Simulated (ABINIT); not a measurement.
ZrN, 2 atoms in the cell. The structure is cubic, space group Fm-3m (No. 225). The conventional cell has a = 4.600 Å, b = 4.600 Å, c = 4.600 Å, α = 90.00°, β = 90.00°, γ = 90.00°. Zr (site symmetry m-3m) has 6 N at 2.30 Å as nearest neighbours. N (site symmetry m-3m) has 6 Zr at 2.30 Å as nearest neighbours. 

| Quantity | Value |
| --- | --- |
| Program | ABINIT 10.8.3 (patched build) |
| Task | equation of state |
| Functional | BP86 |
| Dispersion | D3(BJ) |
| Potentials or basis | JTH PAW PBE v2.0 |
| Cutoff | 680 eV |
| k mesh | 10 × 10 × 10 |
| Occupations | fermi-dirac, width 0.05 eV |
| Spin | no spin polarisation |
| Fine-grid cutoff | 1278.94 eV |
| Exchange and correlation inside the PAW spheres | full angular mesh (pawxcdev 0, this build's default; the released program takes 1) |

Potentials or basis: JTH PAW PBE v2.0.

Run with:

```bash
$ abinit run.abi > log 2>&1
```

Hardware: 1 thread of Arm Neoverse V2, on a shared host.

How long does it take, and how much memory?

Run time: 2.3 min on 1 thread of Arm Neoverse V2, on a shared host, peak memory 0.16 GiB. Counts: scf iterations 78, mpi ranks 1, k points 47, bands 13, plane waves 930.
